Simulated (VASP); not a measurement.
Wanted: the native input for a VASP 6.6.1 run.

```yaml
Task: single point
Functional: LDA
Potentials_or_basis: VASP PAW LDA potentials, release 64 (Co, O)
Cutoff: 520 eV
k_mesh: 7 × 7 × 4
Occupations: gaussian, width 0.05 eV
Spin: collinear spin, antiferromagnetic start
Starting_moments: "[2.0, -2.0, 0.0, 0.0] μB"
Hubbard_terms: Co d U = 4 eV
Supercell_matrix: "[1, 0, 0, 0, 1, 0, 0, 0, 2]"
Further_INCAR_settings: ALGO = Normal; EDIFF = 1e-06
```

The structure of CoO lies in POSCAR:

```
CoO
1.0
    2.5705263100      0.0000000000      0.0000000000
    0.0000000000      2.5705263100      0.0000000000
    0.0000000000      0.0000000000      5.1410526200
Co O
2 2
Direct
    0.0000000000      0.0000000000      0.0000000000
    0.0000000000      0.0000000000      0.5000000000
    0.5000000000      0.5000000000      0.2500000000
    0.5000000000      0.5000000000      0.7500000000
```

Measurements of this composition are mostly on another form, of space group No. 225.

These files were run (other wordings do the same):

INCAR

```
PREC = Accurate
ENCUT = 520
EDIFF = 1E-6
ISMEAR = 0
SIGMA = 0.05
LREAL = F
LASPH = T
NELM = 150
ALGO = Normal
ISIF = 2
LWAVE = F
LCHARG = F
ISPIN = 2
MAGMOM = 2 -2 0 0
LORBIT = 11
LMAXMIX = 4
LDAU = T
LDAUTYPE = 2
LDAUL = 2 -1
LDAUU = 4 0
LDAUJ = 0 0
LDAUPRINT = 1
```

KPOINTS

```
regular mesh
0
Gamma
  7 7 4
```

Potentials or basis: VASP PAW LDA potentials, release 64 (Co, O).

Command:

```bash
$ cat potpaw_LDA.64/Co/POTCAR potpaw_LDA.64/O/POTCAR > POTCAR
$ mpirun -np 1 vasp_std > vasp.out
```

It gave:

```json
{
  "Pressure": "-6.8 GPa",
  "Band gap on the k mesh": "2.21 eV",
  "Net moment": "0.00 μB per cell",
  "Site moments": "Co +2.55, -2.55; O +0.00 μB",
  "Valence electrons inside the program's atomic spheres": "Co 7.93; O 4.95"
}
```

Caveat: an odd mesh through Γ misses points on the zone boundary, where band edges often lie.

It took 48 s on 1 thread of AMD EPYC 7R43 64-Core Processor (Zen 3), on a shared host, peak memory 0.12 GiB.
